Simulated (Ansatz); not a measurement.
# How BN (Qingsongite) absorbs and reflects light, part 2 of 2

What colour and refractive index does BN (Qingsongite) have at this level of theory?

Ansatz 0.2.0; DFT, PBE, plane-wave PAW, default files, scalar-relativistic, independent-particle optical response without local fields.

So far. Step 2 (Ground state and bands): There is a gap, 4.47 eV on the path, so no carriers' term is needed. The cell is left with a pressure of 3.0 GPa, as it stands unrelaxed at this level.

## 3. Spectrum (continued)

Values under 1 per cm are given as 1. Absorption coefficient, any direction against photon energy:

photon energy (eV), log10 absorption coefficient, any direction (1/cm) and a bar:
```
    0.000        0.0 
    0.500        0.0 
    1.000        0.0 
    1.500        0.0 
    2.000        0.0 
    2.500        0.0 
    3.000        0.0 
    3.500        0.0 
    4.000        0.0 
    4.500        0.0 
    5.000        0.0 
    5.500        0.0 
    6.000        0.0 
    6.500        0.0 
    7.000        0.0 
    7.500        0.0 
    8.000        0.0 
    8.500        0.0 
    9.000        5.4 #########################
    9.500        5.8 ##########################
   10.000        6.1 ############################
   10.500        6.1 ############################
   11.000        6.2 ############################
   11.500        6.3 #############################
   12.000        6.5 ##############################
   12.500        6.6 ##############################
   13.000        6.5 ##############################
   13.500        6.5 ##############################
   14.000        6.4 #############################
```

Reflectivity at normal incidence, any direction against photon energy; read off at these points:

```
photon energy (eV)  reflectivity at normal incidence, any direction (%)
              0.00                                                 13.6
              0.50                                                 13.6
              1.00                                                 13.7
              1.50                                                 13.8
              2.00                                                 14.0
              2.50                                                 14.1
              3.00                                                 14.4
              3.50                                                 14.7
              4.00                                                 15.0
              4.50                                                 15.5
              5.00                                                 16.0
              5.50                                                 16.6
              6.00                                                 17.4
              6.50                                                 18.3
              7.00                                                 19.4
              7.50                                                 20.8
              8.00                                                 22.6
              8.50                                                 25.4
              9.00                                                 30.1
              9.50                                                 33.7
             10.00                                                 34.8
             10.50                                                 34.8
             11.00                                                 37.0
             11.50                                                 41.2
             12.00                                                 49.6
             12.35                                                 54.6
             12.50                                                 53.3
             13.00                                                 50.8
             13.50                                                 47.4
             14.00                                                 41.2
```

The loss function −Im 1/ε at q → 0, any direction by energy loss; read off at these points:

```
energy loss (eV)  loss function −Im 1/ε at q → 0, any direction
             8.5                                              0
             9.0                                         0.0130
             9.5                                         0.0239
            10.0                                         0.0459
            10.5                                         0.0513
            11.0                                         0.0530
            11.5                                         0.0537
            12.0                                         0.0533
            12.5                                         0.0740
            13.0                                         0.0989
            13.5                                          0.126
            14.0                                          0.165
```

Optical constants at common wavelengths, from n + ik = √ε:

```
wavelength (nm)     n      k  R (%)        1/α
           1550  2.17  0.000   13.7  over 1 mm
           1064  2.18  0.000   13.7  over 1 mm
            800  2.18  0.000   13.8  over 1 mm
            633  2.19  0.000   13.9  over 1 mm
            450  2.21  0.000   14.3  over 1 mm
            365  2.24  0.000   14.6  over 1 mm
            308  2.27  0.000   15.1  over 1 mm
```

A film 1 µm thick would pass 75 % of daylight and look colourless, dimmed by reflection in transmission (x = 0.313, y = 0.330).

The f-sum over the summed bands holds 6.0 of the cell's 8 electrons outside the frozen cores, 2 of which lie in bands more than 12 eV below the Fermi level, whose transitions come at higher energies. Up to 14 eV the strength has a mean oscillator energy of 11.6 eV, and these transitions give 70 % of ε∞ − 1 along x; the rest comes from higher ones.

## 4. What came out

```
gap on the path                                                                                                    : 4.47 eV
least direct gap on the path                                                                                       : 8.83 eV
electronic dielectric constant ε∞, mean over x, y and z (by symmetry where fewer were run) (independent particles) : 4.71
absorption onset, first axis (α over 10⁴ cm⁻¹, or the direct gap if that lies higher)                              : 8.83 eV
main peak of Im epsilon, first axis                                                                                : 12.0 eV
```

At this level (PBE, independent particles) BN has ε∞ = 4.71 and n = 2.17 at 1550 nm; absorption sets in near 8.8 eV, and Im ε peaks at 12.0 eV. The gap is indirect (4.47 eV), so absorption without phonons can begin only at the direct gap of 8.83 eV. Lines 0.1 eV wide carry a tail of absorption under the direct gap, past the threshold already at 8.72 eV. Absorption passes 10⁴ cm⁻¹ from the direct gap on, 8.83 eV, in the ultraviolet, so the visible is passed. The f-sum over the summed bands holds 6.0 of the cell's 8 electrons outside the frozen cores, 2 of which lie in bands more than 12 eV below the Fermi level, whose transitions come at higher energies. Up to 14 eV the strength has a mean oscillator energy of 11.6 eV, and these transitions give 70 % of ε∞ − 1 along x; the rest comes from higher ones. A film 1 µm thick would pass 75 % of daylight and look colourless, dimmed by reflection in transmission (x = 0.313, y = 0.330). Excitons and phonon-assisted transitions are missing, and so are local fields; PBE gaps are as a rule too small, which pulls the onset down and ε∞ up. In the base run ε includes the program's bounded estimate of what the bands above those summed add.

[Logs are printed without paths, hosts, clocks, repeated set-up lines and the standing remarks that a program may print on its own settings, such as how far it seeks lower states.]

[Hosts, paths, dates, database ids (printed as entryN), source tags and the programs' standing remarks are cut or masked in the printed files.]
